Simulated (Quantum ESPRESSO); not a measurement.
Crystal: TePb.

```
Pb Te
1.0
     0.00000    3.23100    3.23100
     3.23100    0.00000    3.23100
     3.23100    3.23100    0.00000
Pb Te
1 1
Direct
  0.00000 0.00000 0.00000
  0.50000 0.50000 0.50000
```

* Program: Quantum ESPRESSO 7.5
* Task: phonons
* Functional: PW91
* Potentials or basis: SG15 PBE 1.2
* Cutoff: 952 eV
* Density cutoff: 3810 eV
* k mesh: 2 × 2 × 2, shifted
* Occupations: fermi-dirac, width 0.05 eV
* Spin: collinear spin, ferromagnetic start
* Starting moments: [0.5, 0.0] μB
* Mixing beta: 0.3
* Most SCF iterations: 120
* SCF threshold: 4e-10 Ry

The cell and the atoms were relaxed first, to 33.87 Å³/atom (a = 4.576 Å, b = 4.576 Å, c = 4.576 Å, α = 60.00°, β = 60.00°, γ = 60.00°), and the response was taken there.

The first run showed a gap, so the response started from a second, tighter run with fixed occupations.

Which optical modes does the crystal have at the zone centre, and which show in infrared and Raman spectra?

The optical modes are T1u. Infrared active: T1u. None is Raman active.

Optical modes at Γ, degenerate ones joined, polar ones without the macroscopic field:
| cm⁻¹ | components | symmetry | active in |
| --- | --- | --- | --- |
| 101 | 3 | T1u | IR |

Caveat: the k mesh is coarse (spacing up to 0.84 Å⁻¹), so the values aren't converged; the potentials were made for another functional, which shifts forces and pressure.
